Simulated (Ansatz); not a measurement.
V:

```
V
1.0
    -1.51699    1.52013    1.57756
     1.49873   -1.47807    1.51724
     1.50658    1.46766   -1.53549
V
1
Direct
  0.01027 0.00456 0.99881
```

The cell isn't the ideal one: cell strained at random at fixed volume.

A run of Ansatz 0.2.0 on this cell left the log below. Logs are shortened: lines on timing, memory, paths and dates and some standing lists are left out, and cuts for length are marked.

```text
Warning: RAYON_NUM_THREADS=2 ignored (pool sized by the plan → 2); use --threads N
V: projections on atomic orbitals take those of the free atom 1s2 2s2 2p6 3s2 3p6 3d3 4s2, of charge +0.00 (hamiltonian.pseudopotentials.projection_atoms)
LAPW: plane waves up to 8.325 Å⁻¹, error target 1.0e-3 eV per atom; small_component_spin mean_spin; V in spheres of 1.297 Å, 13 of its electrons in bands, Dirac shells [] (how accurate: hamiltonian.pseudopotentials.lapw.basis_error, Limitations)
Engine: ansatz 0.2.0, x86_64-unknown-linux-gnu
Pseudopotentials: kind: all_electron
Pseudopotential: V, LAPW, valence charge 13, lapw/all_electron/scalar/gaussian/V, Koelling and Harmon's equation, gaussian nucleus
Functional definition: PBE
  parameter kappa = 0.804
  parameter beta = 0.06672455060314922
  exchange = pbe_x(kappa = kappa, mu = beta*pi^2/3)
  correlation = pbe_c(beta = beta)
Crystal: 1 atoms, lattice volume = 13.891 Å³
Basis set: ecut = 264.048574048505 eV, 137 PW (Γ), exchange–correlation at level 2
Bands: 12, of which v1, the nominal top of the filled ones, is band 7 counted from 1 (6 counted from 0)
Symmetry: 2 space group operations
Space group: P-1 (ITA 2), of the structure as read, at distance tolerance 2.4e-5 Å
Magnetic group: BNS 2.4 (UNI 4), of the structure as read, at distance tolerance 2.4e-5 Å
k-points: 868 of 1728
Non-local potential: V, projectors of the file, none
Initial density: superposition of atomic densities (chi_scale 0.1, normalization cell)
Starting moments: Σ|m| = 2 μB on 1 of 1 site
Initial wavefunctions: plane waves of lowest kinetic energy (no species holds an atomic orbital)
Functional: x = pbe(κ = 0.804, μ = 0.2195149727645171), c = pbe(β = 0.06672455060314922)
iter 1 solved again at ethr=3.44e-4 eV; its pass at ethr=1.00e-1 eV (dr2=4.47e-2 eV) is discarded
SCF iter   1: F=—  HF=-25832.336207 eV  |F-HF|=—  |Δ(HF+E_count)|=         —  Δρ=6.81e-2 (↑6.81e-2 ↓5.67e-2)  dr2=4.51e-2  dr2_m=4.82e-1  M=0.515 μB ∫|m|=0.515 μB  β_m=0.30  ethr=3.44e-4  ⟨swp⟩=3.0  Hψ=146558  notcnv=0
[... 18 lines left out ...]
SCF converged after 13 iterations
Magnetization: -0.0000 μB (6.5000 up, 6.5000 down)
Absolute magnetization: 0.0000 μB (∫|ρ↑−ρ↓|)
Spin contamination: 0.0000 ħ² per cell (⟨S²⟩ above its minimum at these occupations)
Per-site moments (μB) at R_I (Å): [(-2.275112542804436e-6, 1.297391560788985)]
Free energy (F): -25832.078498 eV
Harris-Foulkes:  -25832.078498 eV  (|F-HF|=7.28e-12)
Internal energy: -25832.060286 eV  (E = F + TS)
E sigma→0 (E₀):  -25832.069392 eV
Entropy (-TS):   -0.018212 eV (-18.212 meV/atom)
Fermi energy:    16.465988 eV
--- Per-component energies (eV) ---
  E_band       = -145.513677
  E_kinetic    = 26105.351375
  E_xc         = -1236.084927
  E_electrostatic = -50701.326733  (all electrons and nuclei)
  E_smearing   = -0.018212  (= −TS)
  E_closure    = 0.000000  (closes the sum)
  E_atoms      = -25823.683572  (free atoms, spherical and without spin; not in F)
  Σ components = -25832.078498   (vs F -25832.078498, Δ=0.00e0)
  Basis errors (estimates in eV, not in F): energy 2.3e-4 per atom: plane waves 2.1e-4 (1.1e-4 summed), levels above the bands 1.5e-102, relativity 1.0e-8, radial functions 2.2e-5, core shells 1.1e-7; eigenvalues (radial functions only) 1.2e-6; not estimated: angular momenta, meshes, grids; target (lapw.basis_error) 1.0e-3; muffin-tin radii V 1.297 Å
--- Forces (eV/Å), atoms counted from 1 ---
  atom   1  V      0.00000000     0.00000000     0.00000000
  max |Σ_I F_I| component: 0.00e0 eV/Å
--- Stress (GPa, compression-positive) ---
       -4.602057       0.024321       0.331277
        0.024321      -4.186076      -0.407299
        0.331277      -0.407299      -7.322324
  P = ⅓ Tr σ = -5.3702 GPa (-53.702 kbar)
--- Band table (eV; the first three rows and the last of 1736) ---
  k-point 0 ↑: bands = ["-47.2717", "-20.6505", "-20.6099", "-20.5804", "9.9318", "16.7030", "16.7880", "17.1179", "18.6745", "18.9485", "36.1741", "36.8622"]
  k-point 1 ↑: bands = ["-47.2596", "-20.6732", "-20.6531", "-20.5923", "10.2109", "16.6455", "16.9314", "17.0710", "18.6902", "18.8223", "36.2005", "36.6466"]
  k-point 2 ↑: bands = ["-47.2265", "-20.8224", "-20.6982", "-20.6086", "10.9954", "16.3538", "16.8462", "17.5110", "18.6217", "18.7597", "34.8587", "35.9963"]
  k-point 867 ↓: bands = ["-46.9741", "-21.2219", "-21.1670", "-21.1392", "13.5584", "13.6470", "19.8774", "20.0872", "20.1855", "25.6895", "26.6323", "26.8406"]
--- Löwdin populations: 1 site ---
  site symbol       q [e]    m [muB]
     0      V     22.8717    -0.0000
  spilling = 0.005577 (of n_electrons = 23.000000)
```

Problem. What input gives this log?

Solution. Single point with PBE, collinear spin, ferromagnetic start. The files as run (others can give the same):

input.yaml
```yaml
crystal:
  lattice:
    - [-1.516989, 1.520133, 1.577555]
    - [1.498735, -1.478069, 1.517236]
    - [1.506582, 1.467662, -1.535491]
  atoms:
    - { symbol: V, position: [0.010268, 0.004555, -0.001191], spin: 2.0 }
kpoints:
  mp_grid: { grid: [12, 12, 12] }
scf:
  occupations: { method: fermi_dirac, width: 0.05 }
hamiltonian:
  xc: pbe
  pseudopotentials: { kind: all_electron, lapw: { basis_error: 0.001 } }
magnetization:
  spin_polarized: true
output:
  forces: true
  stress: true
  eigenvalues: true
  populations: true
```

Potentials or basis: all-electron LAPW, scalar-relativistic.
Command:
```console
$ ansatz run input.yaml --threads 2 --pin off --max-ram 5120MiB --backend cpu --events-out ev --progress --plain --runs-dir out
```

Caveat: the starting moments weren't kept.
